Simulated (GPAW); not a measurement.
# Tm (Im-3m) in GPAW: elastic constants with PBE+D3

Aim: the elastic constants of Tm with PBE+D3.

Program: GPAW 26.7.0. These are calculated values, not measurements. Logs are shortened: lines on timing, memory, paths and dates and some standing lists are left out, and cuts for length are marked. The log counts tension as positive stress, the text compression.

### Step 1. The structure

Symmetry: Im-3m, No. 229, cubic system. The conventional cell has a = 3.941 Å, b = 3.941 Å, c = 3.941 Å, α = 90.00°, β = 90.00°, γ = 90.00°. Around Tm (site symmetry m-3m) lie 8 Tm at 3.41 Å.

This isn't the form of Tm at room conditions, which is hcp.

### Step 2. Elastic constants, PBE+D3, collinear spin, ferromagnetic start, 30.61 Å³/atom

The input, run.py:

```python
import json
import numpy as np
import spglib
from ase.calculators.mixing import SumCalculator
from ase.io import read, write
from ase.optimize import BFGS
from ase.stress import full_3x3_to_voigt_6_stress, voigt_6_to_full_3x3_strain, voigt_6_to_full_3x3_stress
from ase.units import GPa
from dftd3.ase import DFTD3
from gpaw import GPAW, PW

atoms = read('Tm.cif')
atoms.set_initial_magnetic_moments([2.0])

calc = GPAW(mode=PW(800),
            xc='PBE',
            kpts={'size': (7, 7, 7), 'gamma': True},
            occupations={'name': 'fermi-dirac', 'width': 0.05},
            nbands=24,
            convergence={'density': 1e-06, 'eigenstates': 1e-09},
            maxiter=150,
            txt='gpaw.txt')
atoms.calc = SumCalculator([calc, DFTD3(method='pbe', damping='d3zero')])
energy = atoms.get_potential_energy()
forces = atoms.get_forces()
stress = atoms.get_stress()
calc.write('gs.gpw')
write('result.traj', atoms)
print('Cell:', atoms.cell.cellpar().round(4))
print(atoms.get_scaled_positions().round(5))

gpts = tuple(int(n) for n in calc.get_number_of_grid_points())
cell = atoms.cell[:].T
dataset = spglib.get_symmetry((atoms.cell[:], atoms.get_scaled_positions(), atoms.numbers), symprec=1e-4)
rotations = [cell @ w @ np.linalg.inv(cell) for w in dataset['rotations']]
strains, clamped, relaxed = [], [], []
for v in [0, 1]:
    for e in (-0.005, 0.005):
        voigt = np.zeros(6)
        voigt[v] = e
        F = voigt_6_to_full_3x3_strain(voigt)
        a = atoms.copy()
        a.set_cell(atoms.cell[:] @ F, scale_atoms=True)
        c = GPAW(mode=PW(800),
                 xc='PBE',
                 kpts={'size': (7, 7, 7), 'gamma': True},
                 occupations={'name': 'fermi-dirac', 'width': 0.05},
                 nbands=24,
                 convergence={'density': 1e-06, 'eigenstates': 1e-09},
                 maxiter=150,
                 gpts=gpts,
                 txt=f'strain-{v}{e:+.3f}.txt')
        a.calc = SumCalculator([c, DFTD3(method='pbe', damping='d3zero')])
        s0 = s1 = a.get_stress() - stress
        print(v, e, 'clamped', (s0 / GPa).round(3), 'relaxed', (s1 / GPa).round(3), flush=True)
        for R in rotations:  # images under the point group
            eps = R @ (F - np.eye(3)) @ R.T
            strains.append(full_3x3_to_voigt_6_stress(eps) * [1, 1, 1, 2, 2, 2])
            for s, rows in ((s0, clamped), (s1, relaxed)):
                rows.append(full_3x3_to_voigt_6_stress(R @ voigt_6_to_full_3x3_stress(s) @ R.T))

C0, C = (np.linalg.lstsq(np.array(strains), np.array(s), rcond=None)[0].T / GPa for s in (clamped, relaxed))
print('Clamped-ion Cij (GPa):')
print(C0.round(1))
print('Relaxed-ion Cij (GPa):')
print(C.round(1))
json.dump({'clamped': C0.tolist(), 'relaxed': C.tolist()}, open('elastic.json', 'w'))
```

The input, Tm.cif:

```cif
data_Tm
_cell_length_a 3.41309263
_cell_length_b 3.41309263
_cell_length_c 3.41309263
_cell_angle_alpha 109.47122063
_cell_angle_beta 109.47122063
_cell_angle_gamma 109.47122063
_space_group_name_H-M_alt 'P1'
_space_group_name_Hall 'P 1'
_space_group_IT_number 1
loop_
_space_group_symop_operation_xyz
'x,y,z'
loop_
_atom_site_label
_atom_site_type_symbol
_atom_site_symmetry_multiplicity
_atom_site_Wyckoff_symbol
_atom_site_fract_x
_atom_site_fract_y
_atom_site_fract_z
_atom_site_occupancy
Tm1 Tm 1 a 0.0000000000 0.0000000000 0.0000000000 1
```

Potentials or basis: GPAW PAW data sets (gpaw-data 1.2.1), pw.

Started as:

```bash
$ OMP_NUM_THREADS=1 python run.py
```

gpaw.txt:

```text
__  _  _
 | _ |_)|_||  |
 |__||  | ||/\| - 26.7.0

Input parameters:
  mode=PW(ecut=800.0),
  convergence={'density': 1e-06, 'eigenstates': 1e-09},
  kpts=MonkhorstPack(size=(7, 7, 7), gamma=True),
  maxiter=150,
  nbands=24,
  occupations=Occupations(name='fermi-dirac', width=0.05),
  xc=XC(name='PBE')

Diagonalizing LCAO Hamiltonian
Converting LCAO to pw mode

       Tm

Atoms  # Å, Bohr magnetons
|   | symbol |        x |        y |        z |    initial magnetic moments |
|---|--------|----------|----------|----------|-----------------------------|
| 0 |     Tm | 0.000000 | 0.000000 | 0.000000 | ( 0.0000,  0.0000,  2.0000) |

Unit cell  # Å
| periodic |         x |         y |        z |  lengths |     angles |
|----------|-----------|-----------|----------|----------|------------|
|      yes |  3.413093 |  0.000000 | 0.000000 | 3.413093 | 109.471221 |
|      yes | -1.137698 |  3.217895 | 0.000000 | 3.413093 | 109.471221 |
|      yes | -1.137698 | -1.608947 | 2.786778 | 3.413093 | 109.471221 |

Number of symmetries: 48
Symmetry operations  # r_c * U_cc + t_c -> r_c
|    | kind |            matrix            |
|----|------|------------------------------|
|  0 |  σ   |  1, 1, 1,  0, 0,-1,  0,-1, 0 |
|  1 |  C4  |  1, 1, 1,  0, 0,-1, -1, 0, 0 |
|  2 |  C2  |  1, 1, 1,  0,-1, 0,  0, 0,-1 |
|  3 |  S6  |  1, 1, 1,  0,-1, 0, -1, 0, 0 |
|  4 |  S6  |  1, 1, 1, -1, 0, 0,  0, 0,-1 |
|  5 |  C4  |  1, 1, 1, -1, 0, 0,  0,-1, 0 |
|  6 |  E   |  1, 0, 0,  0, 1, 0,  0, 0, 1 |
|  7 |  σ   |  1, 0, 0,  0, 1, 0, -1,-1,-1 |
|  8 |  σ   |  1, 0, 0,  0, 0, 1,  0, 1, 0 |
|  9 |  C3  |  1, 0, 0,  0, 0, 1, -1,-1,-1 |
| 10 |  C3  |  1, 0, 0, -1,-1,-1,  0, 1, 0 |
| 11 |  σ   |  1, 0, 0, -1,-1,-1,  0, 0, 1 |
| 12 |  σ   |  0, 1, 0,  1, 0, 0,  0, 0, 1 |
| 13 |  C2  |  0, 1, 0,  1, 0, 0, -1,-1,-1 |
| 14 |  C3  |  0, 1, 0,  0, 0, 1,  1, 0, 0 |
| 15 |  S4  |  0, 1, 0,  0, 0, 1, -1,-1,-1 |
| 16 |  S4  |  0, 1, 0, -1,-1,-1,  1, 0, 0 |
| 17 |  C3  |  0, 1, 0, -1,-1,-1,  0, 0, 1 |
| 18 |  C3  |  0, 0, 1,  1, 0, 0,  0, 1, 0 |
| 19 |  S4  |  0, 0, 1,  1, 0, 0, -1,-1,-1 |
| 20 |  σ   |  0, 0, 1,  0, 1, 0,  1, 0, 0 |
| 21 |  C3  |  0, 0, 1,  0, 1, 0, -1,-1,-1 |
| 22 |  C2  |  0, 0, 1, -1,-1,-1,  1, 0, 0 |
| 23 |  S4  |  0, 0, 1, -1,-1,-1,  0, 1, 0 |
| 24 |  C4  |  0, 0,-1,  1, 1, 1,  0,-1, 0 |
| 25 |  σ   |  0, 0,-1,  1, 1, 1, -1, 0, 0 |
| 26 |  S6  |  0, 0,-1,  0,-1, 0,  1, 1, 1 |
| 27 |  C2  |  0, 0,-1,  0,-1, 0, -1, 0, 0 |
| 28 |  C4  |  0, 0,-1, -1, 0, 0,  1, 1, 1 |
| 29 |  S6  |  0, 0,-1, -1, 0, 0,  0,-1, 0 |
| 30 |  S6  |  0,-1, 0,  1, 1, 1,  0, 0,-1 |
| 31 |  C4  |  0,-1, 0,  1, 1, 1, -1, 0, 0 |
| 32 |  C4  |  0,-1, 0,  0, 0,-1,  1, 1, 1 |
| 33 |  S6  |  0,-1, 0,  0, 0,-1, -1, 0, 0 |
| 34 |  σ   |  0,-1, 0, -1, 0, 0,  1, 1, 1 |
| 35 |  C2  |  0,-1, 0, -1, 0, 0,  0, 0,-1 |
| 36 |  C2  | -1, 0, 0,  1, 1, 1,  0, 0,-1 |
| 37 |  S6  | -1, 0, 0,  1, 1, 1,  0,-1, 0 |
| 38 |  S6  | -1, 0, 0,  0, 0,-1,  1, 1, 1 |
| 39 |  C2  | -1, 0, 0,  0, 0,-1,  0,-1, 0 |
| 40 |  C2  | -1, 0, 0,  0,-1, 0,  1, 1, 1 |
| 41 |  i   | -1, 0, 0,  0,-1, 0,  0, 0,-1 |
| 42 |  S4  | -1,-1,-1,  1, 0, 0,  0, 1, 0 |
| 43 |  C3  | -1,-1,-1,  1, 0, 0,  0, 0, 1 |
| 44 |  C3  | -1,-1,-1,  0, 1, 0,  1, 0, 0 |
| 45 |  σ   | -1,-1,-1,  0, 1, 0,  0, 0, 1 |
| 46 |  S4  | -1,-1,-1,  0, 0, 1,  1, 0, 0 |
| 47 |  C2  | -1,-1,-1,  0, 0, 1,  0, 1, 0 |

BZ-sampling:
  Number of BZ points: 343
  Number of IBZ points: 20

  Monkhorst-Pack size: [7, 7, 7]
  Monkhorst-Pack shift: [0, 0, 0]

K-points  # in reciprocal-cell coordinates
|     |                                coordinates |     weight |
|-----|--------------------------------------------|------------|
|   0 | (  0.00000000,   0.00000000,   0.00000000) | 0.00291545 |
|   1 | (  0.14285714,   0.00000000,   0.00000000) | 0.03498542 |
|   2 | (  0.14285714,   0.14285714,  -0.14285714) | 0.01749271 |
|   3 | (  0.28571429,   0.00000000,  -0.14285714) | 0.06997085 |
|   4 | (  0.28571429,   0.00000000,   0.00000000) | 0.03498542 |
|   5 | (  0.28571429,   0.14285714,  -0.14285714) | 0.06997085 |
|   6 | (  0.28571429,   0.28571429,  -0.28571429) | 0.01749271 |
|   7 | (  0.28571429,   0.28571429,   0.28571429) | 0.02332362 |
|   8 | (  0.42857143,  -0.14285714,  -0.14285714) | 0.02332362 |
|   9 | (  0.42857143,   0.00000000,  -0.14285714) | 0.13994169 |
| ... |                                            |            |
|  19 | (  0.42857143,   0.42857143,   0.42857143) | 0.02332362 |

Plane wave coefficients: 1584
Cutoff: 800.0 eV

Spin-components: 2 (collinear spins)
Bands:           24
Projectors:      8
Spin-degeneracy: 1
Datatype:        complex128

Parallelization:
  kpt:    1
  domain: 1
  band:   1

Density:
  Valence electrons: 23.0
  Components: 2
  Grid points: [24 24 24]
  Charge: 0.0  # |e|

Potential:
  Grid points: [24 24 24]

species:
  Tm:
    name:    Thulium
    Z:       69.0
    valence: 23
    core:    46
    charge:  0.0  # [|e|]
    compensation charges:
      type: gauss
      rc: 0.35  # [Å]
      lmax: 2
    cutoffs:
      filter: 1.17  # [Å]
      core: 1.68  # [Å]
    projectors
    | kind |    occ | energy [eV] | rcut [Å] |
    |------|--------|-------------|----------|
    |   5s |  2.000 |     -53.378 |    1.164 |
    |   6s |  2.000 |      -3.876 |    1.164 |
    |   5p |  6.000 |     -26.904 |    1.164 |
    |   6p |  0.000 |      -1.121 |    1.164 |
    |   5d |  0.000 |      -0.790 |    1.164 |
    |   4f | 13.000 |      -3.087 |    1.164 |
    |    d |        |      26.422 |    1.164 |
    |    f |        |      24.124 |    1.164 |

    Using partial waves for Tm as LCAO basis

Reference energy: -369188.194647  # eV

eigensolver:
  PPCG
  Converge bands: occupied
  niter=2

density mixing:
  MSR1-Mixer
  Pratt-step length: 0.05
  Maximum mixing coefficient: 0.75
  Old densities: 10
  SVD Regularization: 0.005
  Good broyden scale: 1.0
  Trust region scale: 1.0
  Backstep threshold: 4.0
  History deletion threshold: 6.0
  Fourier metric: weight=20.0, sigma=0.015

occupation numbers:
  Fermi-Dirac:
    width: 0.0500  # eV

poisson solver:
  ecut: 6400.0  # eV

xc functional:
  name: PBE with 2 nearest neighbor stencil

convergence criteria:
- Maximum integral of absolute [dens]ity change: 1e-06 electrons / valence electron
- Maximum integral of absolute [eigenst]ate change: 1e-09 eV^2 / valence electron
- Maximum [total energy] change in last 3 cyles: 0.0005 eV / valence electron
maximum number of iterations: 150

SCF iterations
|iter     | |      energy | eigst |  dens |  magmom |
|---------|-|-------------|-------|-------|---------|
|iter:   1| |  -10.042013 | -0.14 |       |  +1.8341|
|iter:   2| |   -5.792251 | -1.54 | -0.63 |  +1.7496|
|iter:   3| |  -45.680096 | -0.03 | -0.69 |  +0.8333|
|iter:   4| |   -1.683099 | -0.01 | -0.12 |  +0.8731|
|iter:   5| |   -1.810830 | -1.63 | -1.07 |  +1.1361|
|iter:   6| |   -1.658767 | -1.91 | -1.16 |  +0.9453|
|iter:   7| |   -1.599692 | -2.35 | -1.18 |  +1.1140|
|iter:   8| |   -1.603502 | -4.46 | -2.04 |  +1.1079|
|iter:   9| |   -1.599447c| -4.02 | -1.98 |  +1.0865|
|iter:  10| |   -1.601006c| -4.76 | -2.27 |  +1.0941|
|iter:  11| |   -1.601154c| -5.04 | -2.38 |  +1.1079|
|iter:  12| |   -1.601138c| -6.01 | -2.80 |  +1.1116|
|iter:  13| |   -1.601164c| -6.42 | -3.15 |  +1.1124|
|iter:  14| |   -1.601187c| -7.14 | -3.65 |  +1.1117|
|iter:  15| |   -1.601191c| -8.42 | -4.37 |  +1.1112|
|iter:  16| |   -1.601193c| -8.62 | -4.60 |  +1.1106|
|iter:  17| |   -1.601193c| -9.23c| -5.46 |  +1.1106|
|iter:  18| |   -1.601193c| -9.54c| -5.80 |  +1.1105|
|iter:  19| |   -1.601193c|-10.53c| -6.81c|  +1.1105|

Converged in 19 steps
Energy contributions relative to reference atoms: (reference = -369188.194647)

Energy contributions:
  Kinetic:         -39.636393
  Coulomb:          37.899235
  Zero:              0.503390
  External:          0.000000
  Xc:               -0.307598
  Entropy:          -0.119655
  Spinorbit:         0.000000
  ----------------------------
  Free energy:      -1.661021
  Extrapolated:     -1.601193

dipole moment: (-5.396296, -7.631515, -13.218171)  # |e|*Ang

Total magnetic moment: (0.000000, 0.000000, 1.110525)

Local magnetic moments
|        x |        y |        z |
|----------|----------|----------|
| 0.000000 | 0.000000 | 1.193984 |  # Tm   0

Fermi level: 7.958
Eigenvalues  # (at kpt = [0.000, 0.000, 0.000])
| band index |      eig [eV] | occ [0-1] |      eig [eV] | occ [0-1] |
|------------|---------------|-----------|---------------|-----------|
|          0 |       -42.230 |     1.000 |       -41.725 |     1.000 |
|        ... |               |           |               |           |
|          4 |         2.657 |     1.000 |         2.585 |     1.000 |
|          5 |         6.816 |     1.000 |         7.725 |     0.991 |
|          6 |         6.816 |     1.000 |         7.725 |     0.991 |
|          7 |         6.816 |     1.000 |         7.725 |     0.991 |
|          8 |         6.961 |     1.000 |         7.933 |     0.626 |
|          9 |         6.961 |     1.000 |         7.933 |     0.626 |
|         10 |         6.961 |     1.000 |         7.933 |     0.626 |
|         11 |         7.078 |     1.000 |         7.987 |     0.361 |
|         12 |        10.977 |     0.000 |        11.022 |     0.000 |
|         13 |        10.977 |     0.000 |        11.022 |     0.000 |
|         14 |        10.977 |     0.000 |        11.022 |     0.000 |
|         15 |        13.175 |     0.000 |        13.234 |     0.000 |
|         16 |        13.175 |     0.000 |        13.234 |     0.000 |
|         17 |        19.647 |     0.000 |        19.567 |     0.000 |
|         18 |        19.647 |     0.000 |        19.567 |     0.000 |
|        ... |               |           |               |           |
|         23 |        28.041 |     0.000 |        28.064 |     0.000 |

No gap
No difference between direct/indirect transitions

Forces  # eV/Ang
|       x |        y |       z |
|---------|----------|---------|
| 0.00000 | -0.00000 | 0.00000 |  # Tm   0

Stress tensor  # eV/Ang^3
|         x |         y |         z |
|-----------|-----------|-----------|
| -0.019991 |  0.000000 |  0.000000 |
|  0.000000 | -0.019991 |  0.000000 |
|  0.000000 |  0.000000 | -0.019991 |

# Writing to gs.gpw (mode='')
```

It took 19 min on 1 thread of Arm Neoverse V1, shared host; peak memory 0.6 GiB.

What came out:

```
Free energy                                  : -1.9434 eV
Pressure                                     : 1.4 GPa
Band gap on the k mesh                       : none (metal or under the smearing width)
Net moment                                   : 1.11 μB per cell
Site moments                                 : Tm +1.19 μB
Voigt bulk modulus                           : 24 GPa
Bulk modulus (Hill)                          : 24 GPa
Shear modulus (Hill)                         : 18 GPa
Young's modulus                              : 43 GPa
Poisson's ratio (from the elastic constants) : 0.20
Dispersion energy per atom                   : -0.282 eV
```

Caveat: one-centre terms of the f shell are cut off; the density grid can change from cell to cell, which puts small steps into energies and stress; the magnetic or orbital state may not be the lowest; under pressure these are stress-strain coefficients; elastic constants of metals need much finer meshes, so these are rough; spin-orbit coupling is left out, which moves the levels of the heavy elements; pairwise dispersion overbinds metals, which lowers pressure and volume.
